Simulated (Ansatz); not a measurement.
# CuO (Tenorite) (Cc) in Ansatz: notebook, part 2 of 2

Ansatz 0.2.0. The steps go on from the part before.

## (4) Band structure, PBEsol+U

File input.yaml:

```yaml
crystal:
  lattice:
    - [2.34465, -1.7134, 0.0]
    - [2.34465, 1.7134, 0.0]
    - [-0.8605543552, 0.0, 5.0594363927]
  atoms:
    - { symbol: Cu, position: [0.4968, 0.0032, 0.5] }
    - { symbol: Cu, position: [0.0032, 0.4968, 0.0] }
    - { symbol: O, position: [0.4056, 0.5714, 0.7537] }
    - { symbol: O, position: [0.5714, 0.4056, 0.2537] }
hamiltonian:
  xc: pbesol
  pseudopotentials: { kind: paw }
  hubbard: { sites: [{ species: Cu, l: d, u_eff: 8.0 }] }
kpoints:
  mp_grid: { grid: [10, 10, 5] }
  band_path:
    path:
      - [[0.0, 0.0, 0.0], [-0.5, -0.5, 0.0], [-0.5249462874, -0.5249462874, 0.3256415493], [-0.5, -0.5, 0.5], [-0.6336780905, -0.3663219095, 0.5]]
      - [[-0.3663219095, 0.3663219095, 0.5], [0.0, 0.0, 0.5], [-0.4750537126, -0.4750537126, 0.6743584507]]
      - [[-0.5, -0.5, 0.0], [-0.6126314136, -0.3873685864, 0.0]]
      - [[-0.3873685864, 0.3873685864, 0.0], [0.0, 0.0, 0.0], [-0.5, 0.0, 0.0]]
      - [[-0.5, 0.0, 0.5], [0.0, 0.0, 0.0]]
    npoints: 14
scf:
  occupations: { method: fermi_dirac, width: 0.05 }
  n_extra_bands: 10
output:
  forces: true
  stress: true
  eigenvalues: true
  fatbands: false
```

Potentials or basis: Ansatz PAW.

On the command line:

```
$ ansatz run input.yaml --threads 2 --pin off --max-ram 5632MiB --backend cpu --events-out ev --progress --plain --runs-dir out
```

The log of the run:

```text
Warning: RAYON_NUM_THREADS=2 ignored (pool sized by the plan → 2); use --threads N
Cu: projections on atomic orbitals take those of the free atom [Ne] 3s2 3p6 3d10 4s1, of charge +0.00 (hamiltonian.pseudopotentials.projection_atoms); the dataset's partial waves leave at most 2.0e-6 of an orbital's norm unspanned inside its sphere
O: projections on atomic orbitals take those of the free atom [He] 2s2 2p4, of charge +0.00 (hamiltonian.pseudopotentials.projection_atoms); the dataset's partial waves leave at most 1.9e-8 of an orbital's norm unspanned inside its sphere
scf.n_extra_bands = 10 over 25 filled bands (N_el = 50.0): the run solves 35 bands
Engine: ansatz 0.2.0, x86_64-unknown-linux-gnu
Pseudopotentials: kind: paw
Pseudopotential: Cu, paw, valence charge 19, recommended cutoff 420 eV (normal), Cu.paw.azcp
Pseudopotential: O, paw, valence charge 6, recommended cutoff 420 eV (normal), O.paw.azcp
Functional definition: PBEsol
  exchange = pbesol_x
  correlation = pbesol_c
Crystal: 4 atoms, lattice volume = 40.651 Å³
Basis set: ecut = 420 eV, 789 PW (Γ), exchange–correlation on 40×40×72 points (8 copies of the dense FFT grid, shifted against one another)
Bands: 35, of which v1, the nominal top of the filled ones, is band 25 counted from 1 (24 counted from 0)
[... 46 lines left out ...]
  E_aug_tail   = 0.005361  (compensation charges beyond the density's cutoff)
  E_ewald      = -6756.837377
  E_core_change = 0.482980  (= ΣΔE_core)
  E_smearing   = -0.016506  (= −TS)
  E_closure    = 0.000000  (closes the sum)
  Σ components = -14293.062716   (vs F -14293.062716, Δ=0.00e0)
--- Forces (eV/Å), atoms counted from 1 ---
  atom   1  Cu    -0.68782877    -0.37940485     0.27427942
  atom   2  Cu    -0.68782877     0.37940485     0.27427942
  atom   3  O      0.68782332    -0.20550178    -0.27427770
  atom   4  O      0.68782332     0.20550178    -0.27427770
  max |Σ_I F_I| component: 1.09e-5 eV/Å
--- Stress (GPa, compression-positive) ---
        2.214039       0.000000      -1.806596
        0.000000       2.179765       0.000000
       -1.806595       0.000000       0.992442
  P = ⅓ Tr σ = 1.7954 GPa (17.954 kbar)
--- Band table (eV; the first three rows and the last of 141) ---
  k-point 0: bands = ["-99.3333", "-99.3312", "-57.0096", "-57.0085", "-57.0038", "-56.9954", "-56.6434", "-56.6429", "-8.2077", "-6.8163", "2.6981", "4.9660", "5.0757", "5.6916", "5.9318", "6.1115", "6.2167", "6.6102", "6.6980", "6.8899", "8.0930", "8.6519", "8.6768", "9.0736", "11.3677", "12.0942", "13.3067", "17.8625", "19.9692", "25.2397", "27.5811", "28.1981", "28.6961", "29.0476", "30.0887"]
  k-point 1: bands = ["-99.3328", "-99.3312", "-57.0093", "-57.0085", "-57.0032", "-56.9964", "-56.6434", "-56.6430", "-8.0954", "-6.9764", "3.0247", "5.0828", "5.1164", "5.5461", "5.8712", "6.1222", "6.2410", "6.5185", "6.5998", "6.6696", "8.0179", "8.5447", "8.8725", "9.0065", "11.3344", "11.9466", "13.8766", "17.2543", "20.8418", "25.2840", "27.0588", "27.1590", "28.7360", "29.2472", "30.4659"]
  k-point 2: bands = ["-99.3319", "-99.3313", "-57.0088", "-57.0085", "-57.0014", "-56.9987", "-56.6433", "-56.6431", "-7.7850", "-7.3615", "3.8626", "4.7972", "5.4189", "5.4345", "5.6647", "5.8991", "6.3270", "6.3425", "6.4572", "6.5278", "7.8771", "7.9745", "9.2366", "9.3352", "11.3335", "11.5984", "15.0232", "16.1998", "22.5817", "24.5448", "26.0589", "26.4855", "28.9562", "29.2598", "30.3915"]
  k-point 140: bands = ["-99.3307", "-99.3300", "-57.0233", "-57.0226", "-56.9996", "-56.9983", "-56.6525", "-56.6515", "-6.8509", "-6.8260", "3.9272", "4.4469", "4.6721", "4.9067", "5.7293", "5.7945", "6.1053", "6.2636", "6.6967", "6.7239", "8.0170", "8.3458", "8.8369", "9.1878", "10.2188", "11.0363", "16.6030", "17.7820", "20.6128", "21.2221", "24.5955", "24.7330", "27.5135", "27.6912", "27.9809"]
Occupation matrices written to <dir>
```

bands.tsv:

```text
# k_distance	band_0	band_1	band_2	band_3	band_4	band_5	band_6	band_7	band_8	band_9	band_10	band_11	band_12	band_13	band_14	band_15	band_16	band_17	band_18	band_19	band_20	band_21	band_22	band_23	band_24	band_25	band_26	band_27	band_28	band_29	band_30	band_31	band_32	band_33	band_34
[... 170 lines left out ...]
9.320156	-110.407873	-110.405840	-68.084193	-68.083104	-68.078422	-68.070039	-67.718063	-67.717550	-19.282287	-17.890946	-8.376563	-6.108655	-5.998869	-5.383030	-5.142867	-4.963130	-4.857940	-4.464389	-4.376658	-4.184706	-2.981623	-2.422711	-2.397772	-2.001018	0.293064	1.019557	2.232095	6.787926	8.894595	14.165131	16.506485	17.123449	17.621511	17.972944	19.014070
```

occupation_matrices:

```text
# The occupation matrices of the corrected shells as a run of Ansatz 0.0.0 ended. An entry of
# hamiltonian.hubbard.sites starts from them by `starting_ns: <path of this file>`, where that key's refused
# combinations let it.
# Free energy -14293.062716 eV.
# projection_atom_Cu: [Ne] 3s2 3p6 3d10 4s1
# projection_atom_O: [He] 2s2 2p4
[... 26 lines left out ...]
    matrix:
      - [0.9957778274180756, 0.0007717607375723611, -0.0022908038629136434, -0.00044477360179379435, 0.004681764071564199]
      - [0.0007717607375723611, 0.8876329054826434, 0.07930265732570262, -0.035299165004409626, -0.00764645381230848]
      - [-0.0022908038629136434, 0.07930265732570262, 0.9360298611777591, 0.024875816635058806, 0.011783643385730598]
      - [-0.00044477360179379435, -0.035299165004409626, 0.024875816635058806, 0.9838723401324251, -0.0007428911564891505]
      - [0.004681764071564199, -0.00764645381230848, 0.011783643385730598, -0.0007428911564891505, 0.9837041561741757]
```

Wall time 19 s (2 threads of Intel Xeon Platinum 8259CL at 2.50GHz (Skylake/Cascade Lake), shared host); peak memory 0.55 GiB.

What came out:

```yaml
Free_energy: -14293.0627 eV
Pressure: 1.8 GPa
Largest_force: 0.832 eV/Å
Band_gap_on_the_k_mesh: none (metal or under the smearing width)
```

Forces on the atoms (eV/Å):
```
Cu  -0.688 -0.379  0.274
Cu  -0.688  0.379  0.274
O    0.688 -0.206 -0.274
O    0.688  0.206 -0.274
```

Levels at the corners of the path, in eV from the Fermi level:
```csv
point,band 23,band 24,band 25,band 26,band 27,band 28
Γ,-2.40,-2.00,0.29,1.02,2.23,6.79
Y,-2.43,-2.32,-1.08,1.20,4.20,7.98
F,-2.46,-1.96,-0.91,0.23,5.11,7.03
L,-2.02,-2.02,-0.48,-0.48,6.10,6.10
I,-2.40,-2.40,-0.38,-0.38,6.69,6.69
I1,-2.40,-2.40,-0.38,-0.38,6.69,6.69
Z,-1.73,-1.73,0.36,0.36,4.55,4.55
F1,-2.46,-1.96,-0.91,0.23,5.11,7.03
Y,-2.43,-2.32,-1.08,1.20,4.20,7.98
X1,-2.49,-2.00,-1.71,1.03,5.66,8.10
X,-2.49,-2.00,-1.71,1.03,5.66,8.10
Γ,-2.40,-2.00,0.29,1.02,2.23,6.79
N,-2.45,-1.74,0.06,0.40,5.75,7.11
M,-2.79,-2.43,-0.23,0.81,5.90,7.34
Γ,-2.40,-2.00,0.29,1.02,2.23,6.79
```

Eigenvalues of the final occupation matrices:
```csv
site,spin,trace,eigenvalues
site 1,1,4.79,0.82 0.98 1.00 1.00 1.00
site 2,1,4.79,0.82 0.98 1.00 1.00 1.00
```

Caveat: the pressure holds a Pulay correction of +0.8 GPa for the finite cutoff; the run has no spin polarisation, though such a crystal can be magnetic; U without spin polarisation on a metal has little footing; the PAW data sets come from PBE, with cores solved anew for the run's functional, which leaves a small shift of forces and pressure.

## (5) The runs side by side

| U | gap on the mesh (eV) | pressure (GPa) | largest force (eV/Å) |
| --- | --- | --- | --- |
| Cu d U = 5 eV | none | -0.3 | 0.79 |
| Cu d U = 6 eV | none | 0.4 | 0.80 |
| Cu d U = 8 eV | none | 1.8 | 0.83 |

Alike in all rows: task band structure; level PBEsol+U; potentials or basis Ansatz PAW; no spin polarisation; cell as given; k mesh 10 × 10 × 5; cutoff (eV) 420; smearing fermi-dirac 0.05 eV.

Every run on the cell as given and a fine mesh finds a metal.

Caveats: the run has no spin polarisation, though such a crystal can be magnetic; U without spin polarisation on a metal has little footing; the PAW data sets come from PBE, with cores solved anew for the run's functional, which leaves a small shift of forces and pressure.

Absolute energies hang on the potentials; compare differences alone.
